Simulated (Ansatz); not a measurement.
# Ga2O3: the cost of one run

Method: DFT PBE, scalar-relativistic, plane waves, PAW, in Ansatz 0.2.0.

## 1. Starting point

It takes space group C2/m (No. 12, monoclinic). The conventional cell has a = 12.214 Å, b = 3.037 Å, c = 5.798 Å, α = 90.00°, β = 103.83°, γ = 90.00°. Ga (site symmetry m) has 4 O at 1.83 to 1.86 Å as nearest neighbours. Ga (site symmetry m) is surrounded by 6 O at 1.94 to 2.07 Å. O (site symmetry m) has 3 Ga at 1.83 to 1.94 Å as nearest neighbours. Around O (site symmetry m) lie 4 Ga at 1.86 to 2.07 Å.

As a file:

```cif
data_structure
_symmetry_space_group_name_H-M 'P 1'
_symmetry_Int_Tables_number 1
_cell_length_a 6.0742
_cell_length_b 7.5027
_cell_length_c 9.4946
_cell_angle_alpha 91.103
_cell_angle_beta 99.203
_cell_angle_gamma 101.677
_cell_volume 417.69
loop_
_atom_site_label
_atom_site_type_symbol
_atom_site_fract_x
_atom_site_fract_y
_atom_site_fract_z
_atom_site_occupancy
Ga1 Ga 0.19865 0.48780 0.30680 1
Ga2 Ga 0.44865 0.98780 0.80680 1
Ga3 Ga 0.69865 0.48780 0.30680 1
Ga4 Ga 0.94865 0.98780 0.80680 1
Ga5 Ga 0.05135 0.01220 0.19320 1
Ga6 Ga 0.30135 0.51220 0.69320 1
Ga7 Ga 0.55135 0.01220 0.19320 1
Ga8 Ga 0.80135 0.51220 0.69320 1
Ga9 Ga 0.07851 0.81567 0.49835 1
Ga10 Ga 0.32850 0.31567 0.99835 1
Ga11 Ga 0.57851 0.81567 0.49835 1
Ga12 Ga 0.82851 0.31567 0.99835 1
Ga13 Ga 0.17150 0.68433 0.00165 1
Ga14 Ga 0.42150 0.18433 0.50165 1
Ga15 Ga 0.67149 0.68433 0.00165 1
Ga16 Ga 0.92149 0.18433 0.50165 1
O1 O 0.02745 0.21940 0.89040 1
O2 O 0.52745 0.21940 0.89040 1
O3 O 0.27745 0.71940 0.39040 1
O4 O 0.77745 0.71940 0.39040 1
O5 O 0.22255 0.28060 0.60960 1
O6 O 0.72255 0.28060 0.60960 1
O7 O 0.47255 0.78060 0.10960 1
O8 O 0.97255 0.78060 0.10960 1
O9 O 0.14080 0.45490 0.10830 1
O10 O 0.39080 0.95490 0.60830 1
O11 O 0.64080 0.45490 0.10830 1
O12 O 0.89080 0.95490 0.60830 1
O13 O 0.10920 0.04510 0.39170 1
O14 O 0.35920 0.54510 0.89170 1
O15 O 0.60920 0.04510 0.39170 1
O16 O 0.85920 0.54510 0.89170 1
O17 O 0.06415 0.62420 0.63240 1
O18 O 0.56415 0.62420 0.63240 1
O19 O 0.31415 0.12420 0.13240 1
O20 O 0.81415 0.12420 0.13240 1
O21 O 0.18585 0.87580 0.86760 1
O22 O 0.68585 0.87580 0.86760 1
O23 O 0.43585 0.37580 0.36760 1
O24 O 0.93585 0.37580 0.36760 1
```

The runs take a perfect supercell of 40 atoms; the defect goes to fractional position (0.027, 0.219, 0.890).

## 2. The perfect supercell

Input file input.yaml:

```yaml
crystal:
  lattice:
    - [0.0, -6.0742, -1.0e-06]
    - [4.721011, 1.51855, 5.630009]
    - [-7.492989, 1.51855, 5.630009]
  atoms:
    - { symbol: Ga, position: [0.19865, 0.4878, 0.3068] }
    - { symbol: Ga, position: [0.44865, 0.9878, 0.8068] }
    - { symbol: Ga, position: [0.69865, 0.4878, 0.3068] }
    - { symbol: Ga, position: [0.94865, 0.9878, 0.8068] }
    - { symbol: Ga, position: [0.05135, 0.0122, 0.1932] }
    - { symbol: Ga, position: [0.30135, 0.5122, 0.6932] }
    - { symbol: Ga, position: [0.55135, 0.0122, 0.1932] }
    - { symbol: Ga, position: [0.80135, 0.5122, 0.6932] }
    - { symbol: Ga, position: [0.078505, 0.81567, 0.49835] }
    - { symbol: Ga, position: [0.328505, 0.31567, 0.99835] }
    - { symbol: Ga, position: [0.578505, 0.81567, 0.49835] }
    - { symbol: Ga, position: [0.828505, 0.31567, 0.99835] }
    - { symbol: Ga, position: [0.171495, 0.68433, 0.00165] }
    - { symbol: Ga, position: [0.421495, 0.18433, 0.50165] }
    - { symbol: Ga, position: [0.671495, 0.68433, 0.00165] }
    - { symbol: Ga, position: [0.921495, 0.18433, 0.50165] }
    - { symbol: O, position: [0.02745, 0.2194, 0.8904] }
    - { symbol: O, position: [0.52745, 0.2194, 0.8904] }
    - { symbol: O, position: [0.27745, 0.7194, 0.3904] }
    - { symbol: O, position: [0.77745, 0.7194, 0.3904] }
    - { symbol: O, position: [0.22255, 0.2806, 0.6096] }
    - { symbol: O, position: [0.72255, 0.2806, 0.6096] }
    - { symbol: O, position: [0.47255, 0.7806, 0.1096] }
    - { symbol: O, position: [0.97255, 0.7806, 0.1096] }
    - { symbol: O, position: [0.1408, 0.4549, 0.1083] }
    - { symbol: O, position: [0.3908, 0.9549, 0.6083] }
    - { symbol: O, position: [0.6408, 0.4549, 0.1083] }
    - { symbol: O, position: [0.8908, 0.9549, 0.6083] }
    - { symbol: O, position: [0.1092, 0.0451, 0.3917] }
    - { symbol: O, position: [0.3592, 0.5451, 0.8917] }
    - { symbol: O, position: [0.6092, 0.0451, 0.3917] }
    - { symbol: O, position: [0.8592, 0.5451, 0.8917] }
    - { symbol: O, position: [0.06415, 0.6242, 0.6324] }
    - { symbol: O, position: [0.56415, 0.6242, 0.6324] }
    - { symbol: O, position: [0.31415, 0.1242, 0.1324] }
    - { symbol: O, position: [0.81415, 0.1242, 0.1324] }
    - { symbol: O, position: [0.18585, 0.8758, 0.8676] }
    - { symbol: O, position: [0.68585, 0.8758, 0.8676] }
    - { symbol: O, position: [0.43585, 0.3758, 0.3676] }
    - { symbol: O, position: [0.93585, 0.3758, 0.3676] }
basis:
  ecutwfc: 420
  fft_grid_basis: typed
kpoints:
  mp_grid: { grid: [2, 2, 1] }
hamiltonian:
  xc: pbe
  pseudopotentials: { kind: paw }
scf:
  occupations: { method: gaussian, width: 0.05 }
output:
  forces: true
  stress: false
  eigenvalues: true
  bader: false
  write_density: true
  volumetric_format: npy
```

Started as:

```bash
$ ansatz run input.yaml --threads 4 --pin off --max-ram 10240MiB --backend cpu --events-out ev --progress --plain --runs-dir out
```

**Question.** How long does this run take on 4 threads of Intel Xeon Platinum 8259CL at 2.50GHz (Skylake/Cascade Lake), shared host, and how much memory does it need?

About 8.8 s, with a peak of 1.8 GiB.
